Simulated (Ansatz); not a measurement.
# La: strain and displacement

```
La
1.0
     3.78306    0.00000    0.00000
    -1.89153    3.27623    0.00000
     0.00000    0.00000    6.07613
La
2
Cartesian
  0.0000 2.1842 1.5190
  1.8915 1.0921 4.5571
```

Atoms are numbered in the order listed.

The structure comes from a relaxation in the same program, started in the hcp type, and has space group P6_3/mmc. Whether it is a known phase or the ground state wasn't checked.

Spin–orbit coupling is left out, though it moves levels of the heavy atoms by tenths of an eV or more.

These are results of DFT, PBE, all-electron LAPW, scalar-relativistic (Ansatz 0.2.0), not measurements.

Numerical set-up: a Γ-centred 12×12×7 k mesh, Fermi–Dirac smearing of 0.05 eV, basis error target 1 meV/atom, no spin polarisation.

The unchanged cell is at 0.04 GPa, so energy changes include a term −P ΔV where the volume moves.

In a metal, stresses and small energies carry noise from the k mesh.

x, y and z are the Cartesian axes of the cell as listed; fractional coordinates follow a strain, and an engineering shear is twice the off-diagonal strain component.

Task: One change gave: energy change +2 meV/atom; stress change (xx, yy, zz, yz, xz, xy) 0.00, 0.02, 0.01, 0.00, 0.00, 0.56 GPa, compression positive; change of the force on La2 (-0.013, 0.000, 0.000) eV/Å. Which change was it?
A. xy engineering shear strain of -3 %
B. atom 2 (La) moved by (0.0000, 0.0000, 0.0800) Å
C. x and y strained by -4 %, z held

Result: A. For x and y strained by -4 %, z held: energy change +23 meV/atom; stress change (xx, yy, zz, yz, xz, xy) 2.48, 2.48, 1.52, 0.00, 0.00, 0.00 GPa, compression positive. For atom 2 (La) moved by (0.0000, 0.0000, 0.0800) Å: energy change +2 meV/atom; stress change (xx, yy, zz, yz, xz, xy) 0.03, 0.03, 0.06, 0.00, 0.00, 0.00 GPa, compression positive; change of the force on La2 (0.000, 0.000, -0.116) eV/Å.

Task: What force constant does this one finite step give for La2 along its displacement (all its periodic images move with it)?

Result: k = −ΔF·u/|u|² = 1.46 eV/Å², so the force pulls the atom back.
